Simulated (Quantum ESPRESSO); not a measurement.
HgSe, 2 atoms in the cell. It takes space group F-43m (No. 216, cubic). The conventional cell has a = 6.078 Å, b = 6.078 Å, c = 6.078 Å, α = 90.00°, β = 90.00°, γ = 90.00°. Around Hg (site symmetry -43m) lie 4 Se at 2.63 Å. Se (site symmetry -43m) has 4 Hg at 2.63 Å as nearest neighbours. 

- Program: Quantum ESPRESSO 7.5
- Task: phonons
- Functional: rPW86PBE
- Dispersion: rVV10
- Potentials or basis: PseudoDojo 0.4.1 SR PBE standard
- Cutoff: 1170 eV
- Density cutoff: 4680 eV
- k mesh: 4 × 4 × 4, shifted
- Occupations: fermi-dirac, width 0.05 eV
- Spin: no spin polarisation
- rVV10 parameter b: 6.3
- Mixing beta: 0.5
- Most SCF iterations: 120
- SCF threshold: 4e-10 Ry

Potentials or basis: PseudoDojo 0.4.1 SR PBE standard.

Command:

```sh
$ OMP_NUM_THREADS=1 pw.x -in pw.in > pw.out
$ OMP_NUM_THREADS=1 pw.x -in relax.in > relax.out
$ OMP_NUM_THREADS=1 pw.x -in scf2.in > scf2.out
$ OMP_NUM_THREADS=1 ph.x -in ph.in > ph.out
$ OMP_NUM_THREADS=1 dynmat.x -in dynmat.in > dynmat.out
$ OMP_NUM_THREADS=1 dynmat.x -in dynmat_lo.in > dynmat_lo.out
```

Hardware: 1 thread of Arm Neoverse V1, with other jobs on the host.

Q: Estimate the wall time of this run.

A: Wall time 19 min on 1 thread of Arm Neoverse V1, on a shared host, peak memory 0.32 GiB. Counts: scf iterations 62, k pools 1, bands 26, ion steps 6, k points 10, g dense 40821.
